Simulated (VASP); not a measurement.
# InP (F-43m) in VASP: a series of runs, part 2 of 2

VASP 6.6.1.

## Step 4: Relaxation of cell and atoms, LDA, target pressure 10 GPa, at which the enthalpy is minimised

INCAR

```
ALGO     = Normal         # electronic algorithm
EDIFF    = 1E-7           # SCF threshold, eV
EDIFFG   = -0.002         # ionic threshold
ENCUT    = 600            # plane-wave cutoff, eV
GGA      = CA             # functional
IBRION   = 2              # ionic algorithm
ISIF     = 3              # what is computed and relaxed
ISMEAR   = 0              # smearing method
LASPH    = T              # aspherical terms in the spheres
LCHARG   = F              # write CHGCAR
LREAL    = F              # projectors in reciprocal space
LWAVE    = F              # write WAVECAR
NELM     = 80             # most SCF steps
NSW      = 100            # ionic steps
PREC     = Accurate       # precision mode
PSTRESS  = 100.0        
SIGMA    = 0.01           # smearing width, eV
```

KPOINTS

```
k-points
0
Gamma
  8 8 8
```

POSCAR

```
InP
1.0
    2.9136593589      2.9136593589      0.0000000000
   -2.9136593589      2.9136593589      0.0000000000
    0.0000000000      2.9136593589      2.9136593589
In P
1 1
Direct
    0.0000000000      0.0000000000      0.0000000000
    0.7500000000      0.2500000000      0.5000000000
```

Launch:

```bash
$ cat potpaw_LDA.64/In_d/POTCAR potpaw_LDA.64/P/POTCAR > POTCAR
$ mpirun -np 1 vasp_std > vasp.out
```

It took 1.9 min on 1 thread of Intel Xeon Platinum 8488C (Sapphire Rapids), shared host; peak memory 0.18 GiB.

It converged, with:

```yaml
Free_energy: -9.5276 eV
Relaxed_volume: 22.19 Å³/atom
Relaxed_cell: a = 3.974 Å, b = 3.974 Å, c = 3.974 Å, α = 60.00°, β = 60.00°, γ = 90.00°
Space_group_after_relaxing_to_0.05_Å: F-43m (No. 216)
Energy_change_on_relaxing_the_enthalpy_is_what_falls: +72.3 meV/atom
Ionic_steps: 7
Pressure_after_relaxing: 10.0 GPa
Band_gap_on_the_k_mesh: 1.18 eV, direct
```

The path:
```tsv
step	energy change (eV)	largest force (eV/Å)	pressure (GPa)	volume (Å³)
1	0.0000	0.0000	0.02	49.47
2	0.7242	0.0000	27.93	39.24
3	0.1368	0.0000	9.65	44.50
4	0.1441	0.0000	9.97	44.38
5	0.1503	0.0000	10.22	44.28
6	0.1392	0.0000	9.78	44.46
7	0.1447	0.0000	9.99	44.37
```

Final structure:
```cif
data_structure
_symmetry_space_group_name_H-M 'P 1'
_symmetry_Int_Tables_number 1
_cell_length_a 3.9738
_cell_length_b 3.9738
_cell_length_c 3.9738
_cell_angle_alpha 60.000
_cell_angle_beta 60.000
_cell_angle_gamma 90.000
_cell_volume 44.37
loop_
_atom_site_label
_atom_site_type_symbol
_atom_site_fract_x
_atom_site_fract_y
_atom_site_fract_z
_atom_site_occupancy
In1 In 0.00000 0.00000 0.00000 1
P1 P 0.75000 0.25000 0.50000 1
```

Levels at points of the mesh, in eV from the valence-band top:
```
           k point  band 6  band 7  band 8  band 9  band 10  band 11  band 12  band 13
(0.00, 0.00, 0.00)  -12.50    0.00    0.00    0.00     1.18     3.92     3.92     3.92
(0.50, 0.00, 0.00)  -10.28   -6.57   -1.20   -1.20     1.62     4.69     4.69     7.08
(0.50, 0.50, 0.00)   -9.46   -6.46   -2.83   -2.83     1.36     2.07     9.82    10.27
```

Caveat: the cell is relaxed towards a set pressure, so the enthalpy falls and the energy may rise; spin-orbit coupling is left out, which moves the levels of the heavy elements. Zero-point motion and thermal expansion aren't in these numbers.

## Step 5: Relaxation of cell and atoms, LDA, target pressure 15 GPa, at which the enthalpy is minimised

INCAR

```
ALGO     = Normal         # electronic algorithm
EDIFF    = 1E-7           # SCF threshold, eV
EDIFFG   = -0.002         # ionic threshold
ENCUT    = 600            # plane-wave cutoff, eV
GGA      = CA             # functional
IBRION   = 2              # ionic algorithm
ISIF     = 3              # what is computed and relaxed
ISMEAR   = 0              # smearing method
LASPH    = True           # aspherical terms in the spheres
LCHARG   = False          # write CHGCAR
LREAL    = False          # projectors in reciprocal space
LWAVE    = False          # write WAVECAR
NELM     = 100            # most SCF steps
NSW      = 100            # ionic steps
PREC     = Accurate       # precision mode
PSTRESS  = 150.0        
SIGMA    = 0.01           # smearing width, eV
```

KPOINTS is that of step 4.

POSCAR is that of step 4.

Potentials or basis: VASP PAW LDA potentials, release 64 (In_d, P).

Launch:

```bash
$ cat potpaw_LDA.64/In_d/POTCAR potpaw_LDA.64/P/POTCAR > POTCAR
$ mpirun -np 1 vasp_std > vasp.out
```

OUTCAR:

```text
EDIFF = 1E-7
   EDIFFG = -0.002
   ENCUT = 600
   GGA = CA
   IBRION = 2
   ISIF = 3
   ISMEAR = 0
   LASPH = True
   LREAL = False
   NELM = 100
   NSW = 100
   PREC = Accurate
   PSTRESS = 150.0

 ion  position               nearest neighbor table
   1  0.000  0.000  0.000-   2 2.52   2 2.52   2 2.52   2 2.52
   2  0.750  0.250  0.500-   1 2.52   1 2.52   1 2.52   1 2.52

  LATTYP: Found a face centered cubic cell.
 ALAT       =     5.8273187178

  Lattice vectors:

 A1 = (   0.0000000000,   2.9136593589,   2.9136593589)
 A2 = (   2.9136593589,   0.0000000000,   2.9136593589)
 A3 = (   2.9136593589,   2.9136593589,   0.0000000000)

Analysis of symmetry for initial positions (statically):
[... 163 lines left out ...]
   NGX = 17   NGY = 17   NGZ = 17

--------------------------------------- Ionic step        1  -------------------------------------------

 number of electron      18.0000001 magnetization

 Free energy of the ion-electron system (eV)
  ---------------------------------------------------
  ext. energy  EPLUGINS =         0.00000000
  ---------------------------------------------------
  free energy    TOTEN  =        -9.67227881 eV

  energy without entropy =       -9.67227881  energy(sigma->0) =       -9.67227881

 E-fermi :   5.2473     XC(G=0):  -9.6853

 val. band max:        5.2020642656   @ k =   0.0000   0.0000   0.0000
 cond. band min:       5.8060927643   @ k =   0.0000   0.0000   0.0000
 fundamental gap:      0.6040284988
 Fermi energy:         5.2473113877
[... 1004 lines left out ...]
--------------------------------------- Ionic step        7  -------------------------------------------

 number of electron      18.0000003 magnetization

 Free energy of the ion-electron system (eV)
  ---------------------------------------------------
  ext. energy  EPLUGINS =         0.00000000
  ---------------------------------------------------
  free energy    TOTEN  =        -9.39129065 eV

  energy without entropy =       -9.39129065  energy(sigma->0) =       -9.39129065

 E-fermi :   7.0878     XC(G=0): -10.3484

 val. band max:        7.0455003685   @ k =   0.0000   0.0000   0.0000
 cond. band min:       8.3249230788   @ k =   0.5000   0.5000   0.0000
 fundamental gap:      1.2794227103
 Fermi energy:         7.0877830797
[... 417 lines left out ...]
  energy  without entropy=       -9.3912906460  energy(sigma->0) =       -9.39129065

  enthalpy is  TOTEN    =        -5.4016716395 eV   P V=        3.9896190065

 reached required accuracy - stopping structural energy minimisation
```

Run time: 90 s. Hardware: 1 thread of Intel Xeon Platinum 8488C (Sapphire Rapids), shared host; peak memory 0.19 GiB.

What came out:

```
Free energy                                            : -9.3913 eV
Relaxed volume                                         : 21.31 Å³/atom
Relaxed cell                                           : a = 3.921 Å, b = 3.921 Å, c = 3.921 Å, α = 60.00°, β = 60.00°, γ = 90.00°
Space group after relaxing (to 0.05 Å)                 : F-43m (No. 216)
Energy change on relaxing (the enthalpy is what falls) : +140.5 meV/atom
Ionic steps                                            : 7
Pressure after relaxing                                : 15.0 GPa
Band gap on the k mesh                                 : 1.28 eV, indirect (least direct gap 1.39 eV)
```

Step by step:
```csv
step,energy change (eV),largest force (eV/Å),pressure (GPa),volume (Å³)
1,0.0000,0.0000,0.02,49.47
2,1.8772,0.0000,55.86,34.69
3,0.2499,0.0000,13.94,42.96
4,0.2746,0.0000,14.77,42.68
5,0.2866,0.0000,15.18,42.55
6,0.2744,0.0000,14.79,42.68
7,0.2810,0.0000,14.99,42.61
```

Final structure:
```yaml
crystal:
  lattice:
    - [2.77230, 2.77230, 0.00000]
    - [-2.77230, 2.77230, 0.00000]
    - [0.00000, 2.77230, 2.77230]
  atoms:
    - { symbol: In, position: [0.00000, 0.00000, 0.00000] }
    - { symbol: P, position: [0.75000, 0.25000, 0.50000] }
```

Caveat: the cell is relaxed towards a set pressure, so the enthalpy falls and the energy may rise; spin-orbit coupling is left out, which moves the levels of the heavy elements.

## Step 6: Single point, LDA

INCAR

```
SYSTEM = InP
ALGO = Normal
EDIFF = 1E-6
ENCUT = 500
GGA = CA
GGA_COMPAT = .FALSE.
ISIF = 2
ISMEAR = 0
LASPH = .TRUE.
LCHARG = .FALSE.
LREAL = .FALSE.
LWAVE = .FALSE.
NBANDS = 16
NELM = 120
PREC = Accurate
SIGMA = 0.01
```

KPOINTS

```
k-points
0
G
  8 8 8
  0 0 0
```

POSCAR is that of step 5.

Potentials or basis: VASP PAW LDA potentials, release 64 (In_d, P).

Launch:

```bash
$ cat potpaw_LDA.64/In_d/POTCAR potpaw_LDA.64/P/POTCAR > POTCAR
$ mpirun -np 1 vasp_std > vasp.out
```

It took 19 s on 1 thread of Intel Xeon 6975P-C, shared host; peak memory 0.16 GiB.

The run converged. Its results:

| Item | Value |
| --- | --- |
| Free energy | -9.6721 eV |
| Pressure | 0.0 GPa |
| Band gap on the k mesh | 0.60 eV, direct |

Levels at points of the mesh, in eV from the valence-band top:
```
           k point  band 6  band 7  band 8  band 9  band 10  band 11  band 12  band 13
(0.00, 0.00, 0.00)  -11.67    0.00    0.00    0.00     0.60     3.96     3.96     3.96
(0.50, 0.00, 0.00)   -9.85   -5.92   -1.02   -1.02     1.37     4.70     4.70     6.93
(0.50, 0.50, 0.00)   -9.16   -5.94   -2.42   -2.42     1.57     2.12     9.10     9.55
```

Caveat: spin-orbit coupling is left out, which moves the levels of the heavy elements.

## Step 7: Summary

| task | cell | cutoff (eV) | gap on the mesh (eV) | pressure (GPa) |
| --- | --- | --- | --- | --- |
| relaxation of cell and atoms | relaxed to 4 GPa | 600 | 0.87 | 4.0 |
| relaxation of cell and atoms | relaxed to 7 GPa | 600 | 1.04 | 7.0 |
| relaxation of cell and atoms | relaxed to 10 GPa | 600 | 1.18 | 10.0 |
| relaxation of cell and atoms | relaxed to 15 GPa | 600 | 1.28 | 15.0 |
| single point | as given | 500 | 0.60 | 0.0 |

Alike in all rows: level LDA; potentials or basis VASP PAW LDA potentials, release 64 (In_d, P); no spin polarisation; k mesh 8 × 8 × 8; smearing gaussian 0.01 eV.

Caveats: spin-orbit coupling is left out, which moves the levels of the heavy elements; the cell is relaxed towards a set pressure, so the enthalpy falls and the energy may rise (some runs).

Total energies depend on the potentials used, so only differences within one code and one set of settings carry meaning.

## Step 8: Against experiment

Step 6. A measured gap of InP is 1.4236 eV (direct; 1.6 K; a printed reference work, data compilation); the calculated 0.60 eV misses it by -0.82 eV. Spin-orbit coupling on In is left out. The value is that of LDA, without temperature or zero-point motion. Semilocal functionals fall short of measured gaps as a rule.
